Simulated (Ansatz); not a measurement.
Theory: DFT PBE, scalar-relativistic, plane waves, PAW (Ansatz). Settings: cutoff 420 eV, Γ-centred meshes spaced at most about 0.3 Å⁻¹, and about 0.25 Å⁻¹ or finer for metals (2π included), Gaussian smearing. No spin polarisation.

Each guess is relaxed in cell and atoms at zero pressure, on a coarse mesh first where it starts far from rest and then on a converged one. The steps can't lower the symmetry of the start, but it can rise. Energies are static (0 K, no zero-point motion).

This guess for TaSi2 isn't its lowest structure:

```xyz
6
Lattice="4.5280 0.0000 0.0000 -2.2640 3.9214 0.0000 0.0000 0.0000 5.6514" Properties=species:S:1:pos:R:3 pbc="T T T"
Ta    0.0000    2.6143    1.4129
Ta    2.2640    1.3071    4.2386
Si    0.0000    2.6143    4.2386
Si    2.2640    1.3071    1.4129
Si    0.0000    0.0000    0.0000
Si    0.0000    0.0000    2.8257
```

**Question.** Where does the relaxation end?

**Answer.** P6_3/mmc at 16.7 Å³/atom → P6_3/mmc (Ni2In type) at 15.4 Å³/atom. Conventional cell: a = 4.591 Å, c = 5.048 Å. Around Ta lie 5 Si at 2.52–2.65 Å and 6 Si at 2.94 Å; Si on a site of symmetry -6m2 is surrounded by 5 Ta at 2.52–2.65 Å and 6 Si at 2.94 Å; Si on a site of symmetry -3m has 2 Si at 2.52 Å, 6 Si at 2.94 Å and 6 Ta at 2.94 Å.

```xyz
6
Lattice="4.5914 0.0000 0.0000 -2.2957 3.9763 0.0000 0.0000 0.0000 5.0482" Properties=species:S:1:pos:R:3 pbc="T T T"
Ta    0.0000    2.6509    1.2620
Ta    2.2957    1.3254    3.7861
Si    0.0000    2.6509    3.7861
Si    2.2957    1.3254    1.2620
Si    0.0000    0.0000    0.0000
Si    0.0000    0.0000    2.5241
```

**Question.** How far does this end lie above the lowest form of TaSi2 relaxed in the same way, and what is that form?

**Answer.** It lies 0.61 eV/atom above the lowest of the 17 forms computed, a structure that the Crystallography Open Database (COD) lists. Space group P6_422 (No. 181), hexagonal, a = 4.806 Å, c = 6.597 Å. Ta is surrounded by 10 Si at 2.62–2.84 Å and 4 Ta at 3.26 Å; Si has 3 Si at 2.57–2.64 Å, 5 Ta at 2.62–2.84 Å, 2 Si at 2.84 Å, 2 Si at 3.18 Å and 2 Si at 3.34 Å. That form has 14.7 Å³/atom and no gap on its mesh, nor has the guess's end. Counting Si atoms around Ta (those within 1.25 times the shortest such distance or 1.15 times the sum of covalent radii, 1.27 where that leaves under three; a plus sign parts nearer from farther groups), the guess's end has Ta 5+6 and the lowest form has Ta 10. The guess's end holds Si–Si chains (shortest 2.52 Å); in the lowest form the shortest Si–Si distance is 2.57 Å, near bonding range too.

Spin–orbit coupling, which can matter for Ta, is left out. Some types were kept out of the candidates beforehand, so the set may lack a known form.
